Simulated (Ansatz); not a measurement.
Ansatz input

```yaml
crystal:
  lattice:
    - [0.0, 2.5535470386, 2.5535470386]
    - [2.5535470386, 0.0, 2.5535470386]
    - [2.5535470386, 2.5535470386, 0.0]
  atoms:
    - { symbol: Te, position: [0.0, 0.0, 0.0] }
hamiltonian:
  xc: blyp
  pseudopotentials:
    kind: paw
    azcp:
      Te: "pseudopotentials/Te.paw.azcp"
basis:
  ecutwfc: 420
  fft_grid_basis: typed
kpoints:
  mp_grid: { grid: [12, 12, 12], shift: [0, 0, 0] }
magnetization:
  spin_polarized: false
scf:
  occupations: { method: fermi_dirac, width: 0.1 }
  lower_state_search: "off"
output:
  stress: true
  write_density: true
  write_potential: true
  elf: true
  volumetric_format: npy
```

and its output:

```
Engine: ansatz 0.2.0, x86_64-unknown-linux-gnu
Pseudopotentials: kind: paw
Pseudopotential: Te, paw, valence charge 16, recommended cutoff 420 eV (normal) 
Functional definition: BLYP
  parameter beta = 0.0042
  parameter a = 0.04918
  parameter b = 0.132
  parameter c = 0.2533
  parameter d = 0.349
  exchange = b88_x(beta = beta)
  correlation = lyp_c(a = a, b = b, c = c, d = d)
Crystal: 1 atoms, lattice volume = 33.301 Å³
Basis set: ecut = 420 eV, 645 PW (Γ), exchange–correlation on 50×50×50 points (8 copies of the dense FFT grid, shifted against one another)
Bands: 12, of which v1, the nominal top of the filled ones, is band 8 counted from 1 (7 counted from 0)
Symmetry: 48 space group operations
Space group: Fm-3m (ITA 225), of the structure as read, at distance tolerance 3.2e-5 Å
k-points: 72 of 1728
Non-local potential: Te, projectors of the file, l = 0: 2, l = 1: 2, l = 2: 2, l = 3: 2
PAW form: soft (Blöchl's): semilocal exchange-correlation on the pseudo side does not see the compensation charge
PAW frozen core: Te, regenerated for the run's functional, and the local potential with it (the file was generated under x = pbe(κ = 0.804, μ = 0.2195149727645171), c = pbe(β = 0.06672455060314922))
PAW one-centre angular grid: Te, 590 points (default); XC on 64 Gauss nodes
Initial density: superposition of atomic densities (neutral atoms: chi_scale 0, normalization atom), corrected by the library's trained network
Initial wavefunctions: pseudopotential atomic-orbital guess
Functional: x = b88, c = lyp
SCF iter   1: F=—  HF=-6996.597073 eV  |F-HF|=—  |Δ(HF+E_count)|=         —  Δρ=6.05e-3  dr2=1.53e-2  ethr=1.77e-3  ⟨swp⟩=5.3  Hψ=5467  notcnv=0
SCF iter   2: F=—  HF=-6996.594115 eV  |F-HF|=—  |Δ(HF+E_count)|=   2.96e-3  Δρ=3.82e-3  dr2=6.20e-3  ethr=9.57e-5  ⟨swp⟩=1.0  Hψ=1440  notcnv=0
SCF iter   3: F=—  HF=-6996.592519 eV  |F-HF|=—  |Δ(HF+E_count)|=   1.60e-3  Δρ=1.03e-3  dr2=4.27e-4  ethr=3.87e-5  ⟨swp⟩=2.0  Hψ=1078  notcnv=0
SCF iter   4: F=—  HF=-6996.592311 eV  |F-HF|=—  |Δ(HF+E_count)|=   2.08e-4  Δρ=4.46e-4  dr2=5.78e-5  ethr=2.67e-6  ⟨swp⟩=2.8  Hψ=1428  notcnv=0
SCF iter   5: F=—  HF=-6996.592308 eV  |F-HF|=—  |Δ(HF+E_count)|=   3.62e-6  Δρ=1.31e-4  dr2=8.48e-6  ethr=3.61e-7  ⟨swp⟩=2.0  Hψ=1441  notcnv=0
SCF iter   6: F=—  HF=-6996.592302 eV  |F-HF|=—  |Δ(HF+E_count)|=   5.40e-6  Δρ=3.02e-5  dr2=4.16e-7  ethr=5.30e-8  ⟨swp⟩=2.8  Hψ=1415  notcnv=0
SCF iter   7: F=-6996.592302 eV  HF=-6996.592302 eV  |F-HF|=1.05e-8  |Δ(HF+E_count)|=   3.05e-7  Δρ=4.18e-6  dr2=7.52e-9  ethr=6.25e-10  ⟨swp⟩=9.8  Hψ=6191  notcnv=0
SCF 1 converged in 7 iterations: F = -6996.592302 eV  dr2 = 7.52e-9
SCF converged after 7 iterations
Free energy (F): -6996.592302 eV
Harris-Foulkes:  -6996.592302 eV  (|F-HF|=1.05e-8)
Internal energy: -6996.551678 eV  (E = F + TS)
E sigma→0 (E₀):  -6996.571990 eV
Entropy (-TS):   -0.040624 eV (-40.624 meV/atom)
Fermi energy:    9.009995 eV
--- Per-component energies (eV) ---
  E_band       = -254.631025
  E_kinetic    = 179.790028
  E_local      = -1168.560812  (includes V_loc(G=0)·N_el)
  E_nonlocal   = -312.658716
  E_hartree    = 761.874748
  E_xc         = -121.500513
  E_vxc        = -100.144199  (∫ρ·V_xc dr)
  E_paw        = -4680.787933  (= ΣΔE_a)
  E_vpaw       = -376.811363  (= ΣTr[D̂ρ^β])
  E_aug_tail   = -0.000239  (compensation charges beyond the density's cutoff)
  E_ewald      = -1654.680645
  E_core_change = -0.027597  (= ΣΔE_core)
  E_smearing   = -0.040624  (= −TS)
  E_closure    = 0.000000  (closes the sum)
  Σ components = -6996.592302   (vs F -6996.592302, Δ=0.00e0)
--- Stress (GPa, compression-positive) ---
       -1.288099      -0.000000      -0.000000
        0.000000      -1.288099       0.000000
        0.000000      -0.000000      -1.288099
  P = ⅓ Tr σ = -1.2881 GPa (-12.881 kbar)
--- Band table (eV; the first three rows and the last of 72) ---
  k-point 0: bands = ["-27.8890", "-27.8890", "-27.8890", "-27.8825", "-27.8825", "-3.6780", "11.2127", "11.2127", "11.2127", "17.5287", "18.6660", "18.6660"]
  k-point 1: bands = ["-27.8887", "-27.8884", "-27.8884", "-27.8824", "-27.8824", "-3.5835", "10.5023", "11.1314", "11.1314", "17.7074", "18.4406", "18.8460"]
  k-point 2: bands = ["-27.8881", "-27.8874", "-27.8874", "-27.8817", "-27.8817", "-3.3071", "8.9674", "10.9255", "10.9255", "17.0450", "19.1588", "19.1588"]
  k-point 71: bands = ["-27.8853", "-27.8832", "-27.8832", "-27.8782", "-27.8711", "-0.8216", "6.1178", "6.1178", "7.5435", "16.8207", "19.0074", "19.0074"]
```
